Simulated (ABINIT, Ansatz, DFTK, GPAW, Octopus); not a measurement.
**Bi: 5 runs at one level of theory**

```xyz
2
Lattice="3.2384 0.0000 0.0000 0.0000 3.2216 0.0000 -0.0805 0.0000 6.4439" Properties=species:S:1:pos:R:3 pbc="T T T"
Bi    1.7380    0.0023    4.8347
Bi    1.4650    0.0410    1.5556
```

This isn't the form of Bi at room conditions, which is rhombohedral.

Atoms were shifted at random by some hundredths of an Å from the given cell, which wasn't relaxed again for these runs.

Alike in all runs: task single point; functional PBEsol; k mesh 8 × 8 × 4; occupations fermi-dirac, width 0.05 eV; no spin polarisation; no spin-orbit coupling. Pressure is positive in compression and, in plane waves, holds the error of the finite cutoff.

| program and potentials | plane-wave cutoff (eV) | notes | band gap (eV) | pressure (GPa) | largest force (eV/Å) | energy over the undisturbed cell (meV/atom) |
| --- | --- | --- | --- | --- | --- | --- |
| Octopus, pseudodojo_pbesol (PseudoDojo 0.4, PBEsol) | - | - | ? | - | ? | ? |
| GPAW, PAW data sets generated for this functional | 600 | - | no gap | -0.52 | 0.046 | 0.19 |
| Ansatz, all-electron LAPW, scalar-relativistic | - | - | no gap | -0.40 | 0.047 | - |
| ABINIT, PseudoDojo NC SR PBEsol v0.4.1 standard | 898 | - | no gap | -0.40 | 0.053 | - |
| DFTK, PseudoDojo SR PBEsol 0.4.1 standard (PBEsol) | 1007 | - | no gap | -0.36 | 0.052 | - |

Task: Estimate from the other rows what the run with Octopus, pseudodojo_pbesol (PseudoDojo 0.4, PBEsol) gave.

Result: No band gap; largest force 0.053 eV/Å; energy over the undisturbed cell 0.31 meV/atom. The other rows, which needn't bracket it: pressure -0.52 to -0.36; largest force 0.046 to 0.053; energy over the undisturbed cell 0.19.
